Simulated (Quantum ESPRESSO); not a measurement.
Crystal: PbO2.

```
Pb O
1.0
     0.00000    2.70199    2.70199
     2.70199    0.00000    2.70199
     2.70199    2.70199    0.00000
Pb O
1 2
Direct
  0.00000 0.00000 0.00000
  0.75000 0.75000 0.75000
  0.25000 0.25000 0.25000
```

The cell comes from a database or a generator and needn't be the stable form of this composition.

| Quantity | Value |
| --- | --- |
| Program | Quantum ESPRESSO 7.5 |
| Task | single point |
| Functional | PBEsol |
| Potentials or basis | GBRV 1.5 PBEsol |
| Cutoff | 612 eV |
| Density cutoff | 4898 eV |
| k mesh | 9 × 9 × 9 |
| Occupations | fermi-dirac, width 0.05 eV |
| Spin | no spin polarisation |

On this cell: pressure -6.2 GPa; largest force zero by symmetry; band gap on the k mesh none (metal or under the smearing width).

The same run follows on a disturbed copy (atoms moved at random, drawn with an rms of 0.05 Å):

```
Pb O
1.0
     0.00000    2.70199    2.70199
     2.70199    0.00000    2.70199
     2.70199    2.70199    0.00000
Pb O
1 2
Direct
  0.99611 0.00198 0.00536
  0.74542 0.74686 0.74195
  0.23800 0.27224 0.24122
```

Question: What changes?

Answer: The energy (extrapolated to zero smearing) moves by +8.4 meV/atom; pressure -5.8 GPa; largest force 0.480 eV/Å; band gap on the k mesh none (metal or under the smearing width).

Forces in eV/Å, atoms in the order of the input:
```
Pb  -0.054 -0.270  0.092
O    0.357  0.018  0.180
O   -0.304  0.252 -0.272
```

Stress tensor (GPa, compression positive):
```
-5.69 -0.06  0.00
-0.06 -5.95 -0.29
 0.00 -0.29 -5.83
```
